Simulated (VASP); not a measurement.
## From an Ansatz input to VASP: MgS (rocksalt)

Ansatz input

```yaml
crystal:
  lattice:
    - [0.0, 2.6148134565, 2.6148134565]
    - [2.6148134565, 0.0, 2.6148134565]
    - [2.6148134565, 2.6148134565, 0.0]
  atoms:
    - { symbol: Mg, position: [0.0, 0.0, 0.0] }
    - { symbol: S, position: [0.5, 0.5, 0.5] }
kpoints:
  mp_grid: { grid: [8, 8, 8] }
hamiltonian:
  xc: pbesol
scf:
  occupations: { method: fermi_dirac, width: 0.02 }
relax:
  f_tol: 0.005
  cell: {}
```

Question: Write VASP inputs for this cell and level of theory.

Answer: 

INCAR

```
SIGMA = 0.02
LREAL = .FALSE.
ENCUT = 600
LCHARG = .FALSE.
EDIFF = 1E-7
ISIF = 3
IBRION = 2
ISMEAR = -1
LASPH = .TRUE.
GGA = PS
NBANDS = 11
NELM = 120
LWAVE = .FALSE.
NSW = 40
PREC = Accurate
EDIFFG = -5E-3
```

KPOINTS

```
KPOINTS created by Atomic Simulation Environment
0
Gamma
8 8 8
0 0 0
```

POSCAR

```
Mg S
 1.0000000000000000
    -0.0000000000000000    2.6148134565394967    2.6148134565394967
     2.6148134565394967   -0.0000000000000000    2.6148134565394967
     2.6148134565394967    2.6148134565394967   -0.0000000000000000
 Mg  S
   1   1
Cartesian
  0.0000000000000000  0.0000000000000000  0.0000000000000000
  2.6148134565394967  2.6148134565394967  2.6148134565394967
```

VASP ran with the recommended PBE PAW datasets (8 valence electrons in the cell). Other inputs would serve too.

|  | Ansatz | VASP |
| --- | --- | --- |
| relaxed cell vector lengths | 3.664, 3.664, 3.664 Å | 3.662, 3.662, 3.662 Å |
| relaxed cell volume | 34.78 Å³ | 34.71 Å³ |

Datasets and cutoffs are each program's own. VASP's cell holds 8 valence electrons and Ansatz's 16.
